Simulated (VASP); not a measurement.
Write the native input for VASP 6.6.1 that does the following.

* Task: single point
* Functional: HSE06
* Potentials or basis: VASP PAW PBE potentials, release 64 (B, N)
* Cutoff: 520 eV
* k mesh: 8 × 8 × 8
* Occupations: gaussian, width 0.01 eV
* Spin: no spin polarisation
* Dipole correction: no
* Exchange at q = 0: truncated
* Grid for exact exchange (PRECFOCK): Normal
* Screening parameter: 0.2079 1/A
* Further INCAR settings: ALGO = Normal; EDIFF = 1e-06; NBANDS = 11

The system is BN (Qingsongite).

```
B N
1.0
     0.00000    1.80482    1.90319
     1.80482    0.00000    1.90319
     1.80482    1.80482    0.00000
B N
1 1
Cartesian
  0.0000 0.0000 0.0000
  0.9024 0.9024 0.9516
```

The cell isn't the ideal one: uniaxial_z strain +5.5%.

These files were run (other wordings do the same):

POSCAR

```
BN
1.0
    0.0000000000      1.8048245542      1.9031874924
    1.8048245542      0.0000000000      1.9031874924
    1.8048245542      1.8048245542      0.0000000000
B N
1 1
Direct
    0.0000000000      0.0000000000      0.0000000000
    0.2500000000      0.2500000000      0.2500000000
```

INCAR.step1

```
SYSTEM = BN
  PREC = Accurate
  ENCUT = 520
  EDIFF = 1E-5
  ISMEAR = 0
  SIGMA = 0.01
  LREAL = .FALSE.
  LASPH = .TRUE.
  NELM = 100
  ALGO = Normal
  ISIF = 2
  LWAVE = .TRUE.
  GGA = PE
  NBANDS = 11
```

INCAR.step2

```
SYSTEM = BN
  PREC = Accurate
  ENCUT = 520
  EDIFF = 1E-6
  ISMEAR = 0
  SIGMA = 0.01
  LREAL = .FALSE.
  LASPH = .TRUE.
  NELM = 100
  ALGO = Normal
  ISIF = 2
  LWAVE = .FALSE.
  LCHARG = .TRUE.
  GGA = PE
  LHFCALC = .TRUE.
  HFSCREEN = 0.2079
  PRECFOCK = Normal
  LELF = .TRUE.
  LVHAR = .TRUE.
  ISTART = 1
  NBANDS = 11
```

KPOINTS

```
Automatic mesh
0
G
  8 8 8
  0 0 0
```

Potentials or basis: VASP PAW PBE potentials, release 64 (B, N).

The run is started by

```console
$ cat potpaw_PBE.64/B/POTCAR potpaw_PBE.64/N/POTCAR > POTCAR
$ cp INCAR.step1 INCAR
$ mpirun -np 1 vasp_std > vasp.out
$ cp INCAR.step2 INCAR
$ mpirun -np 1 vasp_std > vasp.out
```

It gave:

| Property | Result |
| --- | --- |
| Pressure | -22.8 GPa |
| Band gap on the k mesh | 5.24 eV, indirect (least direct gap 10.01 eV) |

Caveat: so large a pressure means that the cell lies far from this level's equilibrium, or that cutoff or potentials fall short; the potentials were made for another functional, which shifts forces and pressure.

It took 15 min on 1 thread of Intel(R) Xeon(R) Platinum 8375C CPU @ 2.90GHz (Ice Lake), with other jobs on the host, peak memory 0.24 GiB.
